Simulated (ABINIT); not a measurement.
# Si (Fd-3m) in ABINIT: a series of runs, part 2 of 2

ABINIT 10.8.3 (patched build). Earlier steps stand in the parts before.

## (3) Single point, PBE (cell relaxed)

Contents of run.abi:

```
pp_dirpath "./"
pseudos "Si.upf"

acell 3.8680117526 3.8680117526 3.8680117526 Angstrom
rprim
     0.0000000000     0.7071067812     0.7071067812
     0.7071067812     0.0000000000     0.7071067812
     0.7071067812     0.7071067812     0.0000000000
ntypat 1
znucl 14
natom 2
typat 1 1
xred
     0.5000000000     0.5000000000     0.5000000000
     0.7500000000     0.7500000000     0.7500000000
chkprim 0
chksymtnons 0
tolsym 1.0e-6

ecut 18.0

kptopt 1
ngkpt 6 6 6
nshiftk 1
shiftk 0.0 0.0 0.0

ixc 11

nband 8
occopt 3
tsmear 0.05 eV

nstep 100
tolvrs 1.0e-10

iomode 3
prtwf 0
prtden 0
prteig 0
prtebands 0
enunit 1
```

Potentials or basis: PseudoDojo NC SR PBE v0.4 stringent.

Run with:

```sh
$ abinit run.abi > log 2>&1
```

run.abo:

```text
.Version 10.8.3 of ABINIT
 Symmetries : space group Fd -3 m (#227); Bravais cF (face-center cubic)
================================================================================
 Values of the parameters that define the memory need of the present run
     intxc =       0    ionmov =       0      iscf =       7    lmnmax =       6
     lnmax =       6     mgfft =      30  mpssoang =       3    mqgrid =    3001
     natom =       2  nloc_mem =       1    nspden =       1   nspinor =       1
    nsppol =       1      nsym =      48    n1xccc =    2501    ntypat =       1
    occopt =       3   xclevel =       2
       mpw =        1018          nfft =       27000          nkpt =          16
================================================================================
================================================================================

--------------------------------------------------------------------------------
------------- Echo of variables that govern the present computation ------------
--------------------------------------------------------------------------------
 -outvars: echo values of preprocessed input variables --------
            acell      7.3094828642E+00  7.3094828642E+00  7.3094828642E+00 Bohr
              amu      2.80855000E+01
          chkprim           0
      chksymtnons           0
             ecut      1.80000000E+01 Hartree
           enunit           1
              ixc          11
         kptrlatt        6    0    0      0    6    0      0    0    6
          kptrlen      4.38568972E+01
            natom           2
            nband           8
            ngfft          30      30      30
             nkpt          16
            nstep         100
             nsym          48
           ntypat           1
           occopt           3
           prtden           0
        prtebands           0
           prteig           0
            prtwf           0
            rprim      0.0000000000E+00  7.0710678120E-01  7.0710678120E-01
                       7.0710678120E-01  0.0000000000E+00  7.0710678120E-01
                       7.0710678120E-01  7.0710678120E-01  0.0000000000E+00
          spgroup         227
           tolsym      1.00000000E-06
           tolvrs      1.00000000E-10
           tsmear      1.83746611E-03 Hartree
            typat      1  1
[... 110 lines left out ...]
       0.750000000000      0.750000000000      0.750000000000
 rms dE/dt=  3.0363E-30; max dE/dt=  6.3109E-30; dE/dt below (all hartree)
    1      -0.000000000000      0.000000000000      0.000000000000
    2      -0.000000000000     -0.000000000000     -0.000000000000

 cartesian coordinates (angstrom) at end:
    1      2.73509734002476     2.73509734002476     2.73509734002476
    2      4.10264601003713     4.10264601003713     4.10264601003713

 cartesian forces (hartree/bohr) at end:
    1     -0.00000000000000     0.00000000000000    -0.00000000000000
    2      0.00000000000000    -0.00000000000000     0.00000000000000
 frms,max,avg= 4.1122067E-31 6.1050436E-31   0.000E+00  0.000E+00  0.000E+00 h/b

 cartesian forces (eV/Angstrom) at end:
    1     -0.00000000000000     0.00000000000000    -0.00000000000000
    2      0.00000000000000    -0.00000000000000     0.00000000000000
 frms,max,avg= 2.1145817E-29 3.1393396E-29   0.000E+00  0.000E+00  0.000E+00 e/A
 length scales=  7.309482864207  7.309482864207  7.309482864207 bohr
              =  3.868011752600  3.868011752600  3.868011752600 angstroms
 Fermi (or HOMO) energy (eV) =   4.51094   Average Vxc (eV)=  -9.20339
 Eigenvalues (   eV  ) for nkpt=  16  k points:
 kpt#   1, nband=  8, wtk=  0.00463, kpt=  0.0000  0.0000  0.0000 (reduced coord)
  -7.64662    4.17051    4.17051    4.17051    6.71448    6.71448    6.71448    7.26530
 prteigrs : prtvol=0 or 1, do not print more k-points.

--- !EnergyTerms
iteration_state     : {dtset: 1, }
comment             : Components of total free energy in Hartree
kinetic             :  3.04535294546089E+00
hartree             :  5.59386269187723E-01
xc                  : -3.08080160869808E+00
Ewald energy        : -8.33775301828796E+00
psp_core            :  5.41341590464992E-01
local_psp           : -2.33675851471998E+00
non_local_psp       :  1.14751182132056E+00
internal            : -8.46172051527186E+00
'-kT*entropy'       : -9.59442072420356E-07
total_energy        : -8.46172147471393E+00
total_energy_eV     : -2.30255171354353E+02
band_energy         : -2.44823927731782E-01
...

 Cartesian components of stress tensor (hartree/bohr^3)
  sigma(1 1)=  6.39730304E-07  sigma(3 2)=  0.00000000E+00
  sigma(2 2)=  6.39730304E-07  sigma(3 1)=  0.00000000E+00
  sigma(3 3)=  6.39730304E-07  sigma(2 1)=  0.00000000E+00

-Cartesian components of stress tensor (GPa)         [Pressure= -1.8822E-02 GPa]
- sigma(1 1)=  1.88215153E-02  sigma(3 2)=  0.00000000E+00
- sigma(2 2)=  1.88215153E-02  sigma(3 1)=  0.00000000E+00
- sigma(3 3)=  1.88215153E-02  sigma(2 1)=  0.00000000E+00

== END DATASET(S) ==============================================================
================================================================================

 -outvars: echo values of variables after computation  --------
            acell      7.3094828642E+00  7.3094828642E+00  7.3094828642E+00 Bohr
           etotal     -8.4617214747E+00
            fcart     -6.1050436081E-31  3.0525218041E-31 -2.0350145360E-31
                       6.1050436081E-31 -3.0525218041E-31  2.0350145360E-31
            rprim      0.0000000000E+00  7.0710678120E-01  7.0710678120E-01
                       7.0710678120E-01  0.0000000000E+00  7.0710678120E-01
                       7.0710678120E-01  7.0710678120E-01  0.0000000000E+00
           strten      6.3973030371E-07  6.3973030371E-07  6.3973030371E-07
                       0.0000000000E+00  0.0000000000E+00  0.0000000000E+00
           xangst      2.7350973400E+00  2.7350973400E+00  2.7350973400E+00
                       4.1026460100E+00  4.1026460100E+00  4.1026460100E+00
             xred      5.0000000000E-01  5.0000000000E-01  5.0000000000E-01
                       7.5000000000E-01  7.5000000000E-01  7.5000000000E-01
 Calculation completed.
```

It took 4.4 s on 1 thread of Intel Xeon Platinum 8488C (Sapphire Rapids), shared host; peak memory 0.07 GiB.

What came out:

```
Free energy                                           : -230.2552 eV
Pressure                                              : 0.0 GPa
Band gap on the k mesh                                : 0.75 eV, indirect (least direct gap 2.54 eV)
Valence electrons inside the program's atomic spheres : Si 1.78, 1.77 (radii [1.0584] Å)
```

A k mesh can miss the band edges.

## (4) Single point, PBEsol

Contents of run.abi:

```
# Pseudopotentials
pp_dirpath "./"
pseudos "Si.upf"

# Structure
acell 3*1.0 Angstrom
rprim
     0.0000000000     2.7218511865     2.7218511865
     2.7218511865     0.0000000000     2.7218511865
     2.7218511865     2.7218511865     0.0000000000
ntypat 1
znucl 14
natom 2
typat 1 1
xcart
     5.1435532945     5.1435532945     5.1435532945
     7.7153299417     7.7153299417     7.7153299417

# Plane-wave basis
ecut 14.0

# k points
kptopt 1
ngkpt 6 6 6
nshiftk 1
shiftk 0.0 0.0 0.0

# Exchange and correlation
ixc -116133

# Bands and occupations
nband 8
occopt 3
tsmear 0.05 eV

# SCF cycle
nstep 100
tolvrs 1.0e-10

# Output
iomode 3
prtwf 0
prteig 0
prtebands 0
prtvol 2
prtden 1
prtvha 1
prtvclmb 1
prtpot 1
prtelf 1
```

Potentials or basis: PseudoDojo NC SR PBEsol v0.4.1 standard.

Run with:

```sh
$ abinit run.abi > log 2>&1
```

Run time: 2.5 s. Hardware: 1 thread of Intel Xeon Platinum 8488C (Sapphire Rapids), shared host; peak memory 0.06 GiB.

It converged, with:

```yaml
Free_energy: -230.2604 eV
Pressure: -0.6 GPa
Band_gap_on_the_k_mesh: 0.61 eV, indirect (least direct gap 2.51 eV)
Valence_electrons_inside_the_program's_atomic_spheres: Si 1.79, 1.74 (radii [1.0584] Å)
```

Levels at points of the mesh, in eV from the valence-band top:
| k point | band 1 | band 2 | band 3 | band 4 | band 5 | band 6 | band 7 | band 8 |
| --- | --- | --- | --- | --- | --- | --- | --- | --- |
| (0.00, 0.00, 0.00) | -11.94 | 0.00 | 0.00 | 0.00 | 2.51 | 2.51 | 2.51 | 3.21 |
| (0.50, 0.00, 0.00) | -9.62 | -6.99 | -1.20 | -1.20 | 1.43 | 3.28 | 3.28 | 7.51 |
| (0.50, 0.50, 0.00) | -7.81 | -7.81 | -2.86 | -2.86 | 0.61 | 0.61 | 9.98 | 9.98 |

Caveat: the cutoff is short for stress, so the pressure is rough.

## (5) Single point, LDA

Contents of run.abi:

```
# Pseudopotentials
pp_dirpath "./"
pseudos "Si.upf"

# Structure
acell 3*1.0
rprim
     0.0000000000     5.1435532945     5.1435532945
     5.1435532945     0.0000000000     5.1435532945
     5.1435532945     5.1435532945     0.0000000000
ntypat 1
znucl 14
natom 2
typat 1 1
xred
     0.5000000000     0.5000000000     0.5000000000
     0.7500000000     0.7500000000     0.7500000000

# Plane-wave basis
ecut 326.536635 eV

# k points
kptopt 1
ngkpt 6 6 6
nshiftk 1
shiftk 0.0 0.0 0.0

# Exchange and correlation
ixc 7

# Bands and occupations
nband 8
occopt 3
tsmear 0.05 eV

# SCF cycle
nstep 100
tolvrs 1.0e-10

# Output
iomode 3
prtwf 0
prteig 0
prtebands 0
enunit 2
prtvol 2
prtden 1
prtvha 1
prtvclmb 1
prtpot 1
prtelf 1
```

Potentials or basis: PseudoDojo NC SR LDA v0.4.1 standard.

Run with:

```sh
$ abinit run.abi > log 2>&1
```

Wall time 2.6 s (1 thread of Intel Xeon at 2.70GHz, shared host); peak memory 0.06 GiB.

It converged, with:

```
Free energy                                           : -231.9467 eV
Band gap on the k mesh                                : 0.63 eV, indirect (least direct gap 2.53 eV)
Valence electrons inside the program's atomic spheres : Si 1.80 (radii [1.0584] Å)
```

Levels at points of the mesh, in eV from the valence-band top:
```tsv
k point	band 1	band 2	band 3	band 4	band 5	band 6	band 7	band 8
(0.00, 0.00, 0.00)	-11.92	0.00	0.00	0.00	2.53	2.53	2.53	3.09
(0.50, 0.00, 0.00)	-9.60	-6.96	-1.19	-1.19	1.39	3.31	3.31	7.52
(0.50, 0.50, 0.00)	-7.80	-7.80	-2.84	-2.84	0.63	0.63	9.92	9.92
```

Caveat: the cutoff is too short for stress, so the log's stress isn't used. A k mesh can miss the band edges.

## (6) Relaxation of cell and atoms, LDA

Contents of run.abi:

```
# Pseudopotentials
pp_dirpath "./"
pseudos "Si.upf"

# Structure
acell 3*1.0
rprim
     0.0000000000     5.1435532945     5.1435532945
     5.1435532945     0.0000000000     5.1435532945
     5.1435532945     5.1435532945     0.0000000000
ntypat 1
znucl 14
natom 2
typat 1 1
chkprim 0
chksymtnons 0
tolsym 1.0e-6
xred
            1/2            1/2            1/2
            3/4            3/4            3/4

# Plane-wave basis
ecut 435.382180 eV
ecutsm 0.5

# k points
kptopt 1
ngkpt 6 6 6
nshiftk 1
shiftk 0.0 0.0 0.0

# Exchange and correlation
ixc 7

# Bands and occupations
nband 8
occopt 3
tsmear 0.05 eV

# SCF cycle
nstep 80
tolvrs 1.0e-12

# Output
iomode 3
prteig 0
prtebands 0
prtwf 0
prtden 0

# Relaxation
ionmov 2
optcell 2
ntime 50
tolmxf 2.0e-5
dilatmx 1.08
```

Potentials or basis: PseudoDojo NC SR LDA v0.4.1 standard.

Run with:

```sh
$ abinit run.abi > log 2>&1
```

Run time: 9.8 s. Hardware: 1 thread of Intel Xeon at 2.70GHz, shared host; peak memory 0.06 GiB.

The run converged. Its results:

```yaml
Free_energy: -231.9610 eV
Relaxed_volume: 19.64 Å³/atom
Relaxed_cell: a = 3.815 Å, b = 3.815 Å, c = 3.815 Å, α = 60.00°, β = 60.00°, γ = 60.00°
Space_group_after_relaxing_to_0.05_Å: Fd-3m (No. 227)
Energy_gained_by_relaxing: 4.1 meV/atom
Ionic_steps: 4
Pressure_after_relaxing: 0.0 GPa
Band_gap_on_the_k_mesh: 0.58 eV, indirect (least direct gap 2.54 eV)
```

Step by step:
```csv
step,energy change (eV),largest force (eV/Å),pressure (GPa),volume (Å³)
1,0.0000,0.0000,-2.43,40.33
2,-0.0039,0.0000,-1.78,40.03
3,-0.0082,0.0000,0.07,39.24
4,-0.0082,0.0000,0.00,39.27
```

Final structure:
```yaml
crystal:
  lattice:
    - [0.00000, 2.69784, 2.69784]
    - [2.69784, 0.00000, 2.69784]
    - [2.69784, 2.69784, 0.00000]
  atoms:
    - { symbol: Si, position: [0.50000, 0.50000, 0.50000] }
    - { symbol: Si, position: [0.75000, 0.75000, 0.75000] }
```

## (7) Summary

| task | level | potentials or basis | cell | cutoff (eV) | cell freedom (optcell) | optimiser (ionmov) | cutoff smearing ecutsm (Ha) | force stop (Ha/bohr) | gap on the mesh (eV) | pressure (GPa) | relaxed volume (Å³/atom) |
| --- | --- | --- | --- | --- | --- | --- | --- | --- | --- | --- | --- |
| relaxation of cell and atoms | PBE | PseudoDojo NC SR PBE v0.4 stringent | relaxed | 490 | 2 | 2 | 0.5 | 2e-05 | 0.75 | 0.0 | 20.46 |
| single point | PBE | PseudoDojo NC SR PBE v0.4 stringent | cell relaxed | 490 | - | - | - | - | 0.75 | 0.0 | - |
| single point | PBEsol | PseudoDojo NC SR PBEsol v0.4.1 standard | as given | 381 | - | - | - | - | 0.61 | -0.6 | - |
| single point | LDA | PseudoDojo NC SR LDA v0.4.1 standard | as given | 327 | - | - | - | - | 0.63 | - | - |
| relaxation of cell and atoms | LDA | PseudoDojo NC SR LDA v0.4.1 standard | relaxed | 435 | 2 | 2 | 0.5 | 2e-05 | 0.58 | 0.0 | 19.64 |

Alike in all rows: no spin polarisation; k mesh 6 × 6 × 6; smearing fermi-dirac 0.05 eV.

Caveats: the cutoff is short for stress, so the pressure is rough (some runs).

Total energies depend on the potentials used, so only differences within one code and one set of settings carry meaning.
